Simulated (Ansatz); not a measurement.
Input and command of a plane-wave DFT calculation in Ansatz:

```yaml
crystal:
  lattice:
    - [2.2085012539, 1.2750787934, 9.94667]
    - [-2.2085012539, 1.2750787934, 9.94667]
    - [0.0, -2.5501575869, 9.94667]
  atoms:
    - { symbol: Bi, position: [0.812, 0.812, 0.812] }
    - { symbol: Bi, position: [0.402, 0.402, 0.402] }
    - { symbol: Te, position: [0.611, 0.611, 0.611] }
    - { symbol: Te, position: [0.2, 0.2, 0.2] }
    - { symbol: Te, position: [0.0, 0.0, 0.0] }
basis:
  ecutwfc: 420
kpoints:
  mp_grid: { grid: [12, 12, 12] }
hamiltonian:
  xc: pbesol
scf:
  occupations: { method: gaussian, width: 0.1 }
output:
  forces: true
  stress: true
  eigenvalues: true
  populations: true
magnetization:
  noncollinear: true
  spin_orbit: true
```

```bash
ansatz run input.yaml --threads 1 --pin off --max-ram 2560MiB --backend cpu --events-out ev --progress --plain --runs-dir out
```

Processor: Intel(R) Xeon(R) Processor @ 2.50GHz (Skylake/Cascade Lake), 1 thread, on a host shared with other jobs.

**Question.** Estimate time, memory and problem size.

**Answer.** About 39 min on 1 thread of Intel(R) Xeon(R) Processor @ 2.50GHz (Skylake/Cascade Lake) (shared host), peak memory 2.5 GiB. It solves 94 bands at 189 k points (the mesh reduced by symmetry) with about 3279 plane waves, in 11 SCF iterations.
